**Question**

Bi₂Se₃ is a layered crystal. Its bulk modulus B says how far the volume yields to uniform pressure. The table offers three density functionals with several sets of potentials.

Bi₂Se₃ (R-3m, 5-atom cell) in Kohn–Sham DFT with Ansatz, using an 8×8×8 k mesh and Fermi–Dirac smearing of 0.05 eV, without spin polarization, spin–orbit coupling or dispersion correction. Each bulk modulus comes from a static-lattice energy–volume fit and holds at that method's own minimum; the basis column gives the plane-wave cutoff.

| method | rung | potentials | basis | bulk modulus (GPa) | rough processor time (s) |
| --- | --- | --- | --- | --- | --- |
| LDA | LDA | JTH-PAW-LDA | 1800 eV | 68.20 | 400 |
| PBE | GGA | SPMS NC | 816.342 eV | 56.70 | 400 |
| PBE | GGA | Ansatz PAW | 420 eV | 56.70 | 200 |
| PBE | GGA | JTH PAW | 1800 eV | 56.80 | 400 |
| PBEsol | GGA | Ansatz PAW | 420 eV | 63.90 | 90 |
| PBEsol | GGA | PseudoDojo-PBEsol-stringent | 1414.99 eV | 63.80 | 1000 |

Follow the LDA row and the PBE row with JTH PAW potentials, which belong to one family. The same runs place the energy minimum at 27.56 Å³ per atom in LDA and at 29.55 Å³ in PBE. The pressure derivative of the LDA modulus, B′, is 4.5.

At equal volume, PBE gives a higher pressure than LDA. The excess is 4.9 GPa at 26.68 Å³ per atom and 3.9 GPa at 30.08 Å³.

(a) Why does LDA give the larger modulus? Show in numbers how the tabulated PBE value can be reached from the LDA value.
(b) Which functional should one choose, and does the choice matter?
(c) Where is computing time well spent?

**Model answer**

(a) The pressures show that going from LDA to PBE acts like an extra outward push on the crystal. The runs do not show the cause, but theory suggests one. On balance the gradient correction in PBE lowers the energy of an uneven electron density: its exchange part lowers it, and its correlation part gives back only a share. Compression fills the space between the atoms and evens the density out, so part of this gain is lost. An energy that rises on compression is an outward pressure.

The push has two opposite effects on the modulus. It swells the crystal, and a swollen crystal is softer because its bonds are stretched. But the push also grows as the crystal is squeezed, which adds resistance at any fixed volume. The tabulated modulus contains both effects, because each functional is evaluated at its own minimum.

To put this into a formula, let the extra pressure p vary with volume V as V⁻ᵐ. The two given pressures yield m = ln(4.9/3.9)/ln(30.08/26.68) ≈ 1.9. Since B = −V dP/dV, where P is the pressure, the push adds m·p to the modulus at fixed volume. The swelling is p/B as a fraction of the volume, and it lowers the modulus by B′·p. Together, for small steps,

ΔB/B ≈ −(B′ − m) ΔV/V.

Adding up such steps gives

B(PBE) ≈ B(LDA) × (V(PBE)/V(LDA))^−(B′ − m).

The volume ratio is 29.55/27.56 ≈ 1.072 and the exponent is −(4.5 − 1.9) = −2.6. The estimate is therefore 68.2 GPa × 1.072^−2.6 ≈ 57 GPa, in agreement with the table. With swelling alone the exponent would be −4.5 and the result about 50 GPa, which is too soft. The growing push restores the difference.

(b) The choice of functional matters more than anything else in the table. LDA lies 20% above PBE when both use JTH potentials. PBEsol, whose exchange part has a weaker gradient term, pushes less and falls in between. With Ansatz PAW potentials it lies 7.2 GPa above PBE.

Whether such a step is serious depends on the purpose. Under a uniform pressure of 1 GPa, the LDA modulus implies, to first order, a volume loss of about 1.5%, and the PBE modulus about 1.8%. For a first estimate of the volume change, the difference between the two hardly matters. If the modulus itself is needed to within 5%, the functional has to be chosen with care.

The volume is the best guide to that choice that these runs offer. The cell from which the runs start is close to the measured one, roughly 28 Å³ per atom as a recalled value. The PBEsol minimum lies 0.5% below this starting cell, LDA lies 2.9% below it and PBE, with Ansatz PAW potentials, 4.2% above. This fits the tendency of LDA to bind too tightly and of PBE to bind too weakly, and it makes PBEsol the sensible choice among the three.

The good volume does not certify the PBEsol modulus. Bi₂Se₃ consists of firmly bonded layers separated by weak gaps, and in the real crystal the gaps take up much of the compression. The runs appear to scale the whole cell evenly, which forces the strong bonds to shrink as well and probably makes each modulus higher than relaxed layers would give. This effect may well be as large as the steps between the functionals. Relaxation would also shift the volumes at the minimum, most of all in PBE, which without dispersion is expected to let the gaps open, so a choice based on these volumes is provisional. The runs also leave out spin–orbit coupling, which is strong in bismuth, and contain no dispersion correction, although dispersion forces help to hold the layers together. The measured volume includes thermal expansion, which a static calculation lacks. Part of the agreement in volume may therefore be a cancellation of errors.

(c) Little is gained here from potentials that need a heavier basis, though each set must still be run at a cutoff that suits it. Going from Ansatz PAW at 420 eV to JTH PAW at 1800 eV multiplies the number of plane waves by about nine, since that number grows as the cutoff to the power 1.5. The PBE modulus changes by only 0.1 GPa. The two PBEsol rows, with different potentials, agree equally well.

The times support only a rough statement, and they do not all cover the same work: the PBE run with JTH PAW has five volumes where the Ansatz PAW runs have seven. PBE and PBEsol with the same potentials and cutoff differ by a factor of about two, although the two functionals need nearly the same work, so a factor of two in this column means little. The longest run, PBEsol with PseudoDojo potentials, took about ten times as long as the shortest and gave practically the same modulus. Time is better spent on letting the layers and gaps relax at each volume, with a dispersion correction fitted to the chosen functional.

**Remarks on the reasoning**

A tempting but wrong answer to (a) is that LDA makes bonds of a given length stiffer. The comparison at one volume refutes it. At 28.38 Å³ per atom, the slopes of the computed pressures give a modulus of about 60 GPa in LDA, 63 GPa in PBEsol and 68 GPa in PBE. The order is the reverse of that in the table. These PBEsol and PBE values use Ansatz PAW potentials, but the JTH pair shows the same at 29.51 Å³, with about 50 GPa in LDA and 57 GPa in PBE. LDA owes its high tabulated value to its small equilibrium volume.

A good answer also says what the estimate proves. No constant was fitted to the tabulated moduli, but the volumes and pressures come from the same runs as the PBE modulus. The agreement shows that the two effects account for the difference; it is not an independent prediction. The formula also needs the equilibrium volume as input, so it cannot say which functional is right. The output printed below repeats the calculation for the step from PBEsol to PBE, where it works equally well.

The practical rule is to compare volumes before comparing moduli. Among these three functionals, and for the unrelaxed cells of these runs, each per cent of extra equilibrium volume lowers the modulus by about 2.6%. Expanding the volume by one per cent within LDA lowers it by about 4.5%. A modulus taken at the measured volume and one taken at the functional's own minimum are therefore different quantities, and a report should say which of the two it gives.

Numerical output:

```
Modulus step LDA less PBEsol (Ansatz PAW), GPa: 4.3
Modulus step PBEsol less PBE (both Ansatz PAW), GPa: 7.2
Modulus step LDA less PBE (both JTH), GPa: 11.4
LDA above PBE (both JTH), percent of PBE: 20.07
Spread of PBE over three potential sets, GPa: 0.1
LDA minimum volume against starting cell, percent: -2.884
PBEsol minimum volume against starting cell, percent: -0.5027
PBE (Ansatz PAW) minimum volume against starting cell, percent: 4.187
Pressure offset PBE less LDA (JTH) at 26.68 A^3/atom, GPa: 4.906
Pressure offset PBE less LDA (JTH) at 30.08 A^3/atom, GPa: 3.922
Modulus at 28.38 A^3/atom from pressure slopes, GPa:
     row    LDA  PBEsol    PBE
     LDA  59.77   62.61  67.97
     PBE  59.77   62.61  67.97
     PBE  59.77   62.61  67.97
     PBE  59.77   62.61  67.97
  PBEsol  59.77   62.61  67.97
  PBEsol  59.77   62.61  67.97
LDA modulus at 29.51 A^3/atom from pressure slope, GPa: 49.53
PBE (JTH) modulus at 29.51 A^3/atom from pressure slope, GPa: 57.16
Offset exponent m, PBE less LDA and (next line) PBE less PBEsol: 1.862
Offset exponent m, PBE less PBEsol: 1.867
PBE modulus from LDA by volume alone, GPa: 49.86
PBE modulus from LDA by volume and offset, GPa: 56.75
PBE modulus from PBEsol by volume and offset, GPa: 56.65
Volume loss at 1 GPa from LDA modulus (linear), percent: 1.466
Volume loss at 1 GPa from PBE modulus (linear), percent: 1.764
Time ratio PBE to PBEsol, same Ansatz PAW and cutoff: 2.222
Plane-wave count ratio, 1800 eV against 420 eV: 8.872
```
